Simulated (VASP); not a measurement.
The system is KI.

```
I K
1.0
     0.00000    3.53277    3.53277
     3.53277    0.00000    3.53277
     3.53277    3.53277    0.00000
I K
1 1
Direct
  0.50000 0.50000 0.50000
  0.00000 0.00000 0.00000
```

| Quantity | Value |
| --- | --- |
| Program | VASP 6.6.1 |
| Task | relaxation of cell and atoms |
| Functional | PW91 |
| Potentials or basis | VASP PAW PBE potentials, release 64 (I, K_sv) |
| Cutoff | 600 eV |
| k mesh | 7 × 7 × 7 |
| Occupations | fermi-dirac, width 0.05 eV |
| Spin | no spin polarisation |

At the start: pressure 0.6 GPa; volume 44.09 Å³/atom.

Question: Where does the relaxation end?

Answer: Over 3 steps the energy falls by 3.8 meV/atom and the volume is 46.37 Å³/atom (+5.2 %); space group Fm-3m (No. 225, to 0.05 Å).

The path:
```
step  energy change (eV)  largest force (eV/Å)  pressure (GPa)  volume (Å³)
   1              0.0000                0.0000            0.58        88.18
   2             -0.0056                0.0000            0.29        90.23
   3             -0.0077                0.0000           -0.01        92.73
```

Final structure:
```cif
data_structure
_symmetry_space_group_name_H-M 'P 1'
_symmetry_Int_Tables_number 1
_cell_length_a 5.0806
_cell_length_b 5.0806
_cell_length_c 5.0806
_cell_angle_alpha 60.000
_cell_angle_beta 60.000
_cell_angle_gamma 60.000
_cell_volume 92.73
loop_
_atom_site_label
_atom_site_type_symbol
_atom_site_fract_x
_atom_site_fract_y
_atom_site_fract_z
_atom_site_occupancy
I1 I 0.50000 0.50000 0.50000 1
K1 K 0.00000 0.00000 0.00000 1
```

Caveat: the PAW data sets were made with another functional, which shifts forces and pressure a little.
